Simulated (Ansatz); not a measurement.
This is a relaxation of cell and atoms with Ansatz 0.2.0 on a 3-atom cell of CaF₂ started from a crystallographic database; the level of theory is r2SCAN. It starts from the PBE minimum.

```yaml
crystal:
  lattice:
    - [0.0, 2.7552132295, 2.7552132295]
    - [2.7552132295, 0.0, 2.7552132295]
    - [2.7552132295, 2.7552132295, 0.0]
  atoms:
    - { symbol: Ca, position: [0.0, 0.0, 0.0] }
    - { symbol: F, position: [0.25, 0.25, 0.25] }
    - { symbol: F, position: [0.75, 0.75, 0.75] }
kpoints:
  mp_grid: { grid: [8, 8, 8] }
hamiltonian:
  xc: r2scan
scf:
  occupations: { method: fermi_dirac, width: 0.02 }
relax:
  f_tol: 0.005
  cell: {}
```

The output follows, shortened, with numbered blanks.
```
Pseudopotential: Ca, paw, valence charge 10, recommended cutoff 500 eV (meta_gga)
Pseudopotential: F, paw, valence charge 7, recommended cutoff 500 eV (meta_gga)
Functional definition: r2SCAN
Crystal: 3 atoms, lattice volume = 41.831 Å³
Basis set: ecut = 500 eV, 1067 PW (Γ)
Bands: 16, of which v1, the nominal top of the filled ones, is band 12 counted from 1 (11 counted from 0)
Symmetry: 48 space group operations
Space group: Fm-3m (ITA 225)
k-points: 29 of 512
relax step 1: F+E_penalty+E_count = -3448.10311653 eV  P = -3.201 GPa  Ω = 41.831 Å³
--- Relaxed structure (4 steps of the walk, 4 accepted, 2 SCFs on fresh bases) ---
[1]
```

Q: Fill in the blanks. They hold the relaxed structure.

A:
```
[1]
  F+E_penalty+E_count = -3448.11966660 eV
  cell:  # Å, volume = 40.2292 Å³
    - [0.000000, 2.719593, 2.719593]
    - [2.719593, 0.000000, 2.719593]
    - [2.719593, 2.719593, 0.000000]
  atoms:
    - { symbol: Ca, position: [0.000000, 0.000000, 0.000000] }
    - { symbol: F, position: [0.250000, 0.250000, 0.250000] }
    - { symbol: F, position: [0.750000, 0.750000, 0.750000] }
```
Only the leading digits can be foreseen; the rest is this run's record.

In 4 steps the volume changed by -3.8 %; between the first SCF and the last, each on a basis chosen for its cell, the energy fell by 5.5 meV an atom. Final cell: the symmetry is Fm-3m (No. 225, cubic); conventional cell a = 5.439 Å, 13.41 Å³ an atom. Ca is surrounded by 8 F at 2.36 Å; F is surrounded by 4 Ca at 2.36 Å.

Run as `ansatz run input.yaml --threads 2 --pin off --max-ram 2211MiB --backend cpu --events-out ev --progress --plain --runs-dir out`.

The values are computed, spin-unpolarised, and not measurements.
